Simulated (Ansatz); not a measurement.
The system is BAs.

```
B As
1.0
     3.23587    0.00000    0.00000
     0.00000    3.23587    0.00000
     0.00000    0.00000    3.23587
B As
1 1
Direct
  0.00000 0.00000 0.00000
  0.50000 0.50000 0.50000
```

The cell was built by a generator and needn't be a form met in nature.

Base run:

* Program: Ansatz 0.2.0
* Functional: PBE
* Potentials or basis: Ansatz PAW
* Cutoff: 420 eV (not typed: the program's choice for these potentials)
* k mesh: 8 × 8 × 8
* Occupations: fermi-dirac, width 0.05 eV
* Spin: no spin polarisation

Its results: band gap on the k mesh none (metal or under the smearing width); pressure -14.8 GPa.

After a change of settings the same cell gave: band gap on the k mesh none (metal or under the smearing width); pressure -16.4 GPa. Which change was it?
A. functional from PBE to revPBE
B. functional from PBE to BLYP
C. k mesh from 8 × 8 × 8 to 6 × 6 × 6
D. functional from PBE to RPBE

C.
